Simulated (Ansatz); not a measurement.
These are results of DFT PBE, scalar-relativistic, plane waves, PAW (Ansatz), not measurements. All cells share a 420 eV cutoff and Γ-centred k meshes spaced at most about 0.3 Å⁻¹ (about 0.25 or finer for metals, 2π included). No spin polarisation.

These are static total energies at zero pressure.

Compare these two cells of Ga₂As₅, each relaxed at this level.

A.

Space group P-3m1 (No. 164). a = 3.963 Å, b = 3.963 Å, c = 25.828 Å, α = 90.00°, β = 90.00°, γ = 120.00°
```
atom  site  symmetry       x       y       z
  Ga    2d       3m.  0.3333  0.6667  0.1244
  Ga    2d       3m.  0.3333  0.6667  0.2932
  As    2c       3m.  0.0000  0.0000  0.1543
  As    2d       3m.  0.3333  0.6667  0.0227
  As    2d       3m.  0.6667  0.3333  0.2626
  As    2d       3m.  0.3333  0.6667  0.3958
  As    2d       3m.  0.6667  0.3333  0.4439
```

B.

Space group R-3m:H (No. 166). a = 3.846 Å, b = 3.846 Å, c = 34.960 Å, α = 90.00°, β = 90.00°, γ = 120.00°
```
atom  site  symmetry       x       y       z
  Ga    6c        3m  0.0000  0.0000  0.7073
  As    6c        3m  0.6667  0.3333  0.7648
  As    3a       -3m  0.0000  0.0000  0.0000
  As    6c        3m  0.3333  0.6667  0.8025
```

Task: Which is lower in energy, and by how much?

Result: B is lower, by 22 meV/atom. A has space group P-3m1 (No. 164), 25.1 Å³/atom and no gap on its mesh; B has space group R-3m (No. 166), 21.3 Å³/atom and no gap. Counting As atoms around Ga (those within 1.25 times the shortest such distance or 1.15 times the sum of covalent radii, 1.27 where that leaves under three; a plus sign parts nearer from farther groups; a slash parts the counts of unlike sites), A has Ga 3+1/4 and B has Ga 3+3. A and B both hold As–As nets. In A, around Ga on its first site lie 3 As at 2.41 Å and 1 As at 2.63 Å; Ga on its second site is surrounded by 3 As at 2.42 Å and 1 As at 2.65 Å; As on its first site is surrounded by 3 Ga at 2.41 Å; 4 more sites not described. In B, Ga is surrounded by 3 As at 2.64 Å and 3 As at 3.00 Å; around As on a site of symmetry 3m lie 3 As at 2.58 Å and 3 Ga at 3.00 Å; As on a site of symmetry -3m has 6 Ga at 2.64 Å; 1 more site not described. Both come from invented guesses. The lowest form computed isn't among them: it has space group P3m1 (No. 156), 24.0 Å³/atom and lies 85 meV/atom below the best shown.

For metals, differences of a few meV/atom aren't resolved. No dispersion correction is applied, so the spacing and binding between layers, chains or molecules are poorly described (P-3m1, R-3m), and this can change margins and order among such cells. In R-3m an odd number of electrons in the primitive cell allows no gap without spin; a larger cell or a magnetic state could open one. Cells relaxed within their symmetry can be saddle points. Some types were kept out of the candidates beforehand, so the set may lack a known form.
